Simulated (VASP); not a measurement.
# GaAs (F-43m) in VASP: notebook, part 2 of 2

VASP 6.6.1. Earlier steps stand in the parts before.

## 3. G0W0 quasiparticle levels, PBE

POSCAR reads:

```
GaAs
1.0
    0.0000000000      2.8268500000      2.8268500000
    2.8268500000      0.0000000000      2.8268500000
    2.8268500000      2.8268500000      0.0000000000
As Ga
1 1
Direct
    0.7500000000      0.7500000000      0.7500000000
    0.0000000000      0.0000000000      0.0000000000
```

INCAR.step1 reads:

```
  PREC = Accurate
  ENCUT = 450
  EDIFF = 1E-8
  ISMEAR = 0
  SIGMA = 0.01
  LREAL = False
  LASPH = True
  NELM = 100
  ALGO = Fast
  LWAVE = True
  LCHARG = False
  GGA = PE
```

INCAR.step2 reads:

```
  PREC = Accurate
  ENCUT = 450
  EDIFF = 1E-8
  ISMEAR = 0
  SIGMA = 0.01
  LREAL = False
  LASPH = True
  NELM = 1
  ALGO = Exact
  LWAVE = True
  LCHARG = False
  GGA = PE
  NBANDS = 117
  LOPTICS = True
  ISTART = 1
```

INCAR.step3 reads:

```
  PREC = Accurate
  ENCUT = 450
  EDIFF = 1E-8
  ISMEAR = 0
  SIGMA = 0.01
  LREAL = False
  LASPH = True
  ALGO = EVGW0
  LWAVE = False
  LCHARG = False
  GGA = PE
  NELMGW = 1
  NBANDS = 117
  ENCUTGW = 200
  NOMEGA = 48
  PRECFOCK = Fast
  ISTART = 1
  NBANDSGW = 17
```

KPOINTS reads:

```
Automatic mesh
0
Gamma
  3 3 3
```

Potentials or basis: VASP PAW PBE potentials, release 64 (As_GW, Ga_d_GW).

Started as:

```console
$ cat potpaw_PBE.64/As_GW/POTCAR potpaw_PBE.64/Ga_d_GW/POTCAR > POTCAR
$ cp INCAR.step1 INCAR
$ mpirun -np 1 vasp_std > vasp.out
$ cp INCAR.step2 INCAR
$ mpirun -np 1 vasp_std > vasp.out
$ cp INCAR.step3 INCAR
$ mpirun -np 1 vasp_std > vasp.out
```

OUTCAR:

```text
PREC = Accurate
   ENCUT = 450
   EDIFF = 1E-8
   ISMEAR = 0
   LREAL = False
   LASPH = True
   GGA = PE
   NELMGW = 1
   ENCUTGW = 200
   PRECFOCK = Fast
   ISTART = 1

 Found      4 irreducible k-points:

 Following reciprocal coordinates:
            Coordinates               Weight
  0.000000  0.000000  0.000000      1.000000
  0.333333  0.000000  0.000000      8.000000
  0.333333  0.333333  0.000000      6.000000
 -0.333333  0.333333  0.000000     12.000000
   k-points           NKPTS =      4   k-points in BZ     NKDIM =     27   number of bands    NBANDS=    117
   number of dos      NEDOS =    301   number of ions     NIONS =      2
   total plane-waves  NPLWV =  21952
   dimension x,y,z NGX =    28 NGY =   28 NGZ =   28
   dimension x,y,z NGXF=    56 NGYF=   56 NGZF=   56
   ions per type =               1   1
   NGX,Y,Z   is equivalent  to a cutoff of  11.64, 11.64, 11.64 a.u.
   NGXF,Y,Z  is equivalent  to a cutoff of  23.29, 23.29, 23.29 a.u.
 SYSTEM =  unknown system
   PREC   = accura    normal or accurate (medium, high low for compatibility)
   ISTART =      1    job   : 0-new  1-cont  2-samecut
   ICHARG =      0    charge: 1-file 2-atom 10-const
   ISPIN  =      1    spin polarized calculation?
   LNONCOLLINEAR =      F non collinear calculations
   LSORBIT =      F    spin-orbit coupling
   LASPH  =      T    aspherical Exc in radial PAW
   ENCUT  =  450.0 eV  33.07 Ry    5.75 a.u.   6.91  6.91  6.91*2*pi/ulx,y,z
   NELM   =     60;   NELMIN=  2; NELMDL=  0     # of ELM steps
   EDIFF  = 0.1E-07   stopping-criterion for ELM
   LREAL  =      F    real-space projection
   EDIFFG = 0.1E-06   stopping-criterion for IOM
   NSW    =      0    number of steps for IOM
   IBRION =     -1    ionic relax: 0-MD 1-quasi-New 2-CG
   NFREE  =      0    steps in history (QN), initial steepest desc. (CG)
   ISIF   =      0    stress and relaxation
   ISYM   =      3    0-nonsym 1-usesym 2-fastsym
   POTIM  = 0.5000    time-step for ionic-motion
   TEBEG  =    0.0;   TEEND  =   0.0 temperature during run
   PSTRESS=    0.0 pullay stress
   NELECT =      18.0000    total number of electrons
   NUPDOWN=      -1.0000    fix difference up-down
   EMIN   =  10.00;   EMAX   =-10.00  energy-range for DOS
   EFERMI =   0.00;   METHOD = LEGACY
   ISMEAR =     0;   SIGMA  =   0.01  broadening in eV -4-tet -1-fermi 0-gaus
   EFERMI_NEDOS =   21; number of points for ismear=-14 and -15
   IALGO  =     38    algorithm
   IMIX   =      4    mixing-type and parameters
     AMIX     =   0.40;   BMIX     =  1.00
     AMIX_MAG =   1.60;   BMIX_MAG =  1.00
  volume/ion in A,a.u.               =      22.59       152.44
  Fermi-wavevector in a.u.,A,eV,Ry     =   1.204628  2.276417 19.743799  1.451128
  Thomas-Fermi vector in A             =   2.340347
   LORBIT       =      0    0 simple, 1 ext, 2 COOP (PROOUT), +10 PAW based schemes
   GGA     = PE    functional components
   LHFCALC =     T    Hartree Fock is set to
   PRECFOCK=fast      Normal, Fast or Accurate (Low or Medium for compatibility)
   ENCUT4O =  -1.0   cutoff for four orbital integrals eV
   NKREDX  =     1    reduce k-point grid by
   NKREDY  =     1    reduce k-point grid by
   NKREDZ  =     1    reduce k-point grid by
   AEXX    =    1.0000 exact exchange contribution
   HFSCREEN=    0.0000 screening length (either q_TF or 0.3 A-1)
   HFSCREENC=   0.0000 screening length for correlation (either q_TF or 0.3 A-1)
   ENCUTFOCK=  -1.0 apply spherical cutoff to Coloumb kernel
   IVDW    =     0    specifies the selected vdW correction
   LEPSILON=     F    determine dielectric tensor
   LRPA    =     F    only Hartree local field effects (RPA)
   LRPAFORCE           =     F    calculate RPA forces
   ENCUTGW             = 200.0    cutoff for response function in eV
   ENCUTGWSOFT         = 160.0    soft cutoff for Coulomb kernel in GW response function in eV
   ENCUTLF             =  -1.0    cutoff for local field effects
   NELMGW              =     1    number of iterations in solving QP/BSE equation
   NELMHF              =     1    number of iterations in the inner HF iteration
   NKREDLFX            =     1    NKREDLFY  =   1   NKREDLFZ  =   1
 non-spin polarized calculation
 Gauss-broadening in eV      SIGMA  =   0.01
  energy-cutoff  :      450.00
  volume of cell :       45.18
 maximum number of plane-waves:      1002
  NGX = 16; NGY = 16; NGZ = 16
   NGX = 13   NGY = 13   NGZ = 13
 maximum number of plane-waves:       302

 QP shifts <psi_nk| G(iteration)W_0 |psi_nk>: iteration 1
 for sc-GW calculations column KS-energies equals QP-energies in previous step
 and V_xc(KS)=  KS-energies - (<T + V_ion + V_H > + <T+V_H+V_ion>^1  + <V_x>^1)

 k-point   1 :       0.0000    0.0000    0.0000
  band No.  KS-energies  QP-energies   sigma(KS)   V_xc(KS)     V^pw_x(r,r')   Z            occupation Imag(sigma)

      1     -10.9652     -12.9992     -24.6968     -21.7129     -35.0607       0.6816       2.0000       0.3220
      2     -10.9652     -12.9992     -24.6968     -21.7129     -35.0607       0.6816       2.0000       0.3220
      3     -10.9652     -12.9992     -24.6968     -21.7129     -35.0607       0.6816       2.0000       0.3220
      4     -10.8897     -12.9402     -24.8153     -21.8097     -35.1532       0.6822       2.0000       0.2904
      5     -10.8897     -12.9402     -24.8153     -21.8097     -35.1532       0.6822       2.0000       0.2904
      6      -8.7613      -9.2794     -11.8683     -11.1300     -18.0691       0.7017       2.0000       1.1340
[... 9 lines left out ...]
     16      14.0011      13.9865      -9.8342      -9.8151      -4.4894       0.7643       0.0000      -0.2949
     17      15.4490      15.2388      -7.9105      -7.6397      -2.1672       0.7763       0.0000      -0.4568
[... 46 lines left out ...]
      1     -11.0523     -13.0198     -24.2556     -21.3600     -34.5293       0.6795       2.0000       0.3506
      2     -10.9358     -12.9797     -24.7567     -21.7622     -35.1196       0.6826       2.0000       0.3116
      3     -10.9284     -12.9768     -24.7790     -21.7908     -35.1572       0.6855       2.0000       0.3169
      4     -10.8975     -12.9435     -24.7906     -21.7897     -35.1296       0.6818       2.0000       0.2903
      5     -10.8864     -12.9403     -24.8146     -21.8146     -35.1595       0.6846       2.0000       0.2884
      6      -6.4238      -6.9075     -12.9986     -12.3079     -18.5480       0.7002       2.0000       0.7699
[... 9 lines left out ...]
     16      18.2111      18.1542      -9.0236      -8.9499      -2.7256       0.7726       0.0000      -0.6957
     17      18.6244      18.4773      -8.4561      -8.2679      -2.3578       0.7820       0.0000      -0.6947
```

OUTCAR.step1:

```text
PREC = Accurate
   ENCUT = 450
   EDIFF = 1E-8
   ISMEAR = 0
   LREAL = False
[... 172 lines left out ...]
      4.24027      4.24027      4.24027        -0.000000      0.000000      0.000000
      0.00000      0.00000      0.00000         0.000000     -0.000000     -0.000000
 -----------------------------------------------------------------------------------
    total drift:                               -0.000016     -0.000016     -0.000016

  FREE ENERGIE OF THE ION-ELECTRON SYSTEM (eV)
  ---------------------------------------------------
  free  energy   TOTEN  =        -7.6601759757 eV

  energy  without entropy=       -7.6601759757  energy(sigma->0) =       -7.66017598
```

Run time: 31 s. Hardware: 1 thread of Intel Xeon 6975P-C (Granite Rapids), shared host; peak memory 0.32 GiB.

These settings aren't checked as converged: the numbers below hold their error.

Results:

```
Band gap on the k mesh, mean-field level : 0.49 eV, direct
Quasiparticle gap                        : 1.44 eV
Least direct quasiparticle gap           : 1.44 eV
```

Caveat: the k mesh is coarse (spacing up to 0.64 Å⁻¹), so the values aren't converged; bands, screening cutoff and mesh are small and nothing is extrapolated, so the quasiparticle values aren't converged.

## 4. G0W0 quasiparticle levels, PBE

POSCAR is that of step 3.

INCAR.step1 is that of step 3.

INCAR.step2, as its differences from that of step 3:

```diff
@@ -12,3 +12,3 @@
   GGA = PE
-  NBANDS = 117
+  NBANDS = 63
   LOPTICS = True
```

INCAR.step3, as its differences from that of step 3:

```diff
@@ -12,4 +12,4 @@
   NELMGW = 1
-  NBANDS = 117
-  ENCUTGW = 200
+  NBANDS = 63
+  ENCUTGW = 150
   NOMEGA = 48
```

KPOINTS reads:

```
Automatic mesh
0
Gamma
  5 5 5
```

Potentials or basis: VASP PAW PBE potentials, release 64 (As_GW, Ga_d_GW).

Started as:

```console
$ cat potpaw_PBE.64/As_GW/POTCAR potpaw_PBE.64/Ga_d_GW/POTCAR > POTCAR
$ cp INCAR.step1 INCAR
$ mpirun -np 1 vasp_std > vasp.out
$ cp INCAR.step2 INCAR
$ mpirun -np 1 vasp_std > vasp.out
$ cp INCAR.step3 INCAR
$ mpirun -np 1 vasp_std > vasp.out
```

OUTCAR:

```text
PREC = Accurate
   ENCUT = 450
   EDIFF = 1E-8
   ISMEAR = 0
   LREAL = False
   LASPH = True
   GGA = PE
   NELMGW = 1
   ENCUTGW = 150
   PRECFOCK = Fast
   ISTART = 1

 Found     10 irreducible k-points:

 Following reciprocal coordinates:
            Coordinates               Weight
  0.000000  0.000000  0.000000      1.000000
  0.200000  0.000000  0.000000      8.000000
  0.400000  0.000000  0.000000      8.000000
  0.200000  0.200000  0.000000      6.000000
  0.400000  0.200000  0.000000     24.000000
 -0.400000  0.200000  0.000000     24.000000
[... 57 lines left out ...]
   LRPAFORCE           =     F    calculate RPA forces
   ENCUTGW             = 150.0    cutoff for response function in eV
   ENCUTGWSOFT         = 120.0    soft cutoff for Coulomb kernel in GW response function in eV
   ENCUTLF             =  -1.0    cutoff for local field effects
   NELMGW              =     1    number of iterations in solving QP/BSE equation
   NELMHF              =     1    number of iterations in the inner HF iteration
   NKREDLFX            =     1    NKREDLFY  =   1   NKREDLFZ  =   1
 non-spin polarized calculation
 Gauss-broadening in eV      SIGMA  =   0.01
  energy-cutoff  :      450.00
  volume of cell :       45.18
 maximum number of plane-waves:       990
  NGX = 16; NGY = 16; NGZ = 16
   NGX = 13   NGY = 13   NGZ = 13
 maximum number of plane-waves:       194

 QP shifts <psi_nk| G(iteration)W_0 |psi_nk>: iteration 1
 for sc-GW calculations column KS-energies equals QP-energies in previous step
 and V_xc(KS)=  KS-energies - (<T + V_ion + V_H > + <T+V_H+V_ion>^1  + <V_x>^1)

 k-point   1 :       0.0000    0.0000    0.0000
  band No.  KS-energies  QP-energies   sigma(KS)   V_xc(KS)     V^pw_x(r,r')   Z            occupation Imag(sigma)

      1     -10.9603     -13.1328     -24.9717     -21.7095     -35.0355       0.6659       2.0000       0.2858
      2     -10.9603     -13.1328     -24.9717     -21.7095     -35.0355       0.6659       2.0000       0.2858
      3     -10.9603     -13.1328     -24.9717     -21.7095     -35.0355       0.6659       2.0000       0.2858
      4     -10.8819     -13.0815     -25.1039     -21.8114     -35.1469       0.6681       2.0000       0.2523
      5     -10.8819     -13.0815     -25.1039     -21.8114     -35.1469       0.6681       2.0000       0.2523
      6      -8.8600      -9.1114     -11.5368     -11.1358     -18.1107       0.6269       2.0000       0.9859
[... 102 lines left out ...]
      4     -10.8842     -13.0784     -25.0942     -21.8056     -35.1423       0.6672       2.0000       0.2541
      5     -10.8794     -13.0756     -25.1053     -21.8174     -35.1561       0.6680       2.0000       0.2532
      6      -6.8313      -7.1346     -12.6518     -12.2035     -18.5641       0.6766       2.0000       0.8032
[... 9 lines left out ...]
     16      15.4586      15.5060      -8.0442      -8.1073      -2.5697       0.7517       0.0000      -0.4592
     17      18.0937      18.4639      -9.9914     -10.4933      -3.6084       0.7376       0.0000      -0.9006

 [... further k-points ...]
```

OUTCAR.step1:

```text
PREC = Accurate
   ENCUT = 450
   EDIFF = 1E-8
   ISMEAR = 0
   LREAL = False
[... 208 lines left out ...]
      4.24027      4.24027      4.24027        -0.000000     -0.000000     -0.000000
      0.00000      0.00000      0.00000         0.000000      0.000000      0.000000
 -----------------------------------------------------------------------------------
    total drift:                               -0.000015     -0.000015     -0.000015

  FREE ENERGIE OF THE ION-ELECTRON SYSTEM (eV)
  ---------------------------------------------------
  free  energy   TOTEN  =        -8.1815549593 eV

  energy  without entropy=       -8.1815549593  energy(sigma->0) =       -8.18155496
```

Run time: 95 s. Hardware: 1 thread of Intel Xeon 6975P-C (Granite Rapids), shared host; peak memory 0.36 GiB.

These settings aren't checked as converged: the numbers below hold their error.

Results:

| Item | Value |
| --- | --- |
| Band gap on the k mesh, mean-field level | 0.51 eV, direct |
| Quasiparticle gap | 1.41 eV |
| Least direct quasiparticle gap | 1.41 eV |

Caveat: bands, screening cutoff and mesh are small and nothing is extrapolated, so the quasiparticle values aren't converged.
